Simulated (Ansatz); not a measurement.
## Kick test of a cell of ZnS

It comes from a database structure that was distorted and then relaxed.

All numbers below come from DFT PBE, scalar-relativistic, plane waves, PAW (Ansatz 0.2.0). Cutoff 420 eV; k points 8×8×8 on the computed 2-atom cell (Γ-centred); Gaussian smearing, width 0.02 eV; no spin polarisation.

The cell below (2 atoms, space group F-43m (No. 216)) is relaxed within its symmetry.

```
Zn S
1.0
     0.00000    2.72159    2.72159
     2.72159    0.00000    2.72159
     2.72159    2.72159    0.00000
Zn S
1 1
Direct
  0.25000 0.25000 0.25000
  0.00000 0.00000 0.00000
```

For the test a repeat of it with 8 atoms (edges 3.85, 6.67, 6.67 Å) was strained at random (σ = 1.5 % a component), the atoms were moved at random (σ = 0.10 Å), and all was relaxed again on a coarse 4×2×2 mesh (in the run’s order of axes) with 0.10 eV smearing, with no symmetry imposed.

Q: Does it come back?

A: It returns, within 1 meV/atom of the unmoved cell on that mesh and with the same symmetry when read at 0.1 Å (I-4m2 at 0.01 Å, so small strains and shifts remain). No instability shows in this cell; modes of other wave vectors, which need another repeat, aren't tested.
